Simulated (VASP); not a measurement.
This VASP 6.6.1 run on Nb needs a look.

Contents of INCAR:

```
PREC = Accurate ; ENCUT = 30
EDIFF = 1E-6 ; ISMEAR = -1
SIGMA = 0.05 ; LREAL = F
LASPH = T ; NELM = 80
ALGO = Fast ; ISIF = 2
LWAVE = F ; LCHARG = F
LDIPOL = T ; IDIPOL = 3
DIPOL = 0.5 0.5 0.500 ; GGA = PE
EFIELD = -0.3 ; LVHAR = T
LVACPOTAV = T
```

Contents of KPOINTS:

```
regular mesh
0
Gamma
  8 8 1
```

POSCAR

```
Nb
1.0
    3.3279000000      0.0000000000      0.0000000000
    0.0000000000      3.3279000000      0.0000000000
    0.0000000000      0.0000000000     24.9837000000
Nb
7
Direct
    0.5000000000      0.5000000000      0.3001957276
    0.0000000000      0.0000000000      0.3667971517
    0.5000000000      0.5000000000      0.4333985759
    0.0000000000      0.0000000000      0.5000000000
    0.5000000000      0.5000000000      0.5666014241
    0.0000000000      0.0000000000      0.6332028483
    0.5000000000      0.5000000000      0.6998042724
```

Potentials or basis: VASP PAW PBE potentials, release 64 (Nb_sv).

Run with:

```console
$ cat potpaw_PBE.64/Nb_sv/POTCAR > POTCAR
$ mpirun -np 1 vasp_std > vasp.out
```

OUTCAR:

```text
PREC = Accurate
   ENCUT = 30
   EDIFF = 1E-6
   ISMEAR = -1
   LREAL = F
   LASPH = T
   NELM = 80
   ISIF = 2
   GGA = PE

 ion  position               nearest neighbor table
   1  0.500  0.500  0.300-   2 2.88   2 2.88   2 2.88   2 2.88
   2  0.000  0.000  0.367-   1 2.88   1 2.88   1 2.88   1 2.88   3 2.88   3 2.88   3 2.88   3 2.88

   3  0.500  0.500  0.433-   4 2.88   4 2.88   4 2.88   4 2.88   2 2.88   2 2.88   2 2.88   2 2.88

[... 1067 lines left out ...]
  Total    -1339.7426452  -1339.7426452  -1400.0580276      0.0000000     -0.0000000      0.0000000
  in kB    -7757.7302125  -7757.7302125  -8106.9842023      0.0000000     -0.0000000      0.0000000
  external PRESSURE =   -7874.1482091 kB  Pullay stress =       0.0000000 kB

 VOLUME and BASIS-vectors are now :
 -----------------------------------------------------------------------------
  energy-cutoff  :       30.00
  volume of cell :      276.69
      direct lattice vectors                 reciprocal lattice vectors
     3.327900000  0.000000000  0.000000000     0.300489798  0.000000000  0.000000000
     0.000000000  3.327900000  0.000000000     0.000000000  0.300489798  0.000000000
     0.000000000  0.000000000 24.983700000     0.000000000  0.000000000  0.040026097

 POSITION                                       TOTAL-FORCE (eV/Angst)
 -----------------------------------------------------------------------------------
      1.66395      1.66395      7.50000         0.000000      0.000000    -43.484337
      0.00000      0.00000      9.16395         0.000000     -0.000000      7.190174
      1.66395      1.66395     10.82790         0.000000     -0.000000     12.301615
      0.00000      0.00000     12.49185        -0.000000      0.000000     -0.246661
      1.66395      1.66395     14.15580         0.000000      0.000000    -12.932733
      0.00000      0.00000     15.81975         0.000000     -0.000000     -6.933786
      1.66395      1.66395     17.48370         0.000000      0.000000     44.105729
 -----------------------------------------------------------------------------------
    total drift:                                0.000000      0.000000      0.070729

  FREE ENERGIE OF THE ION-ELECTRON SYSTEM (eV)
  ---------------------------------------------------
  free  energy   TOTEN  =       995.7123122290 eV

  energy  without entropy=      995.7163010809  energy(sigma->0) =      995.71430665
```

On the terminal:

```text
POSCAR found type information on POSCAR Nb
[... 91 lines left out ...]
 -----------------------------------------------------------------------------
```

What happened, and what is wrong with the input?

The run did not converge. The input holds a flaw that was put in on purpose: cutoff typed in rydberg (ENCUT = 30).
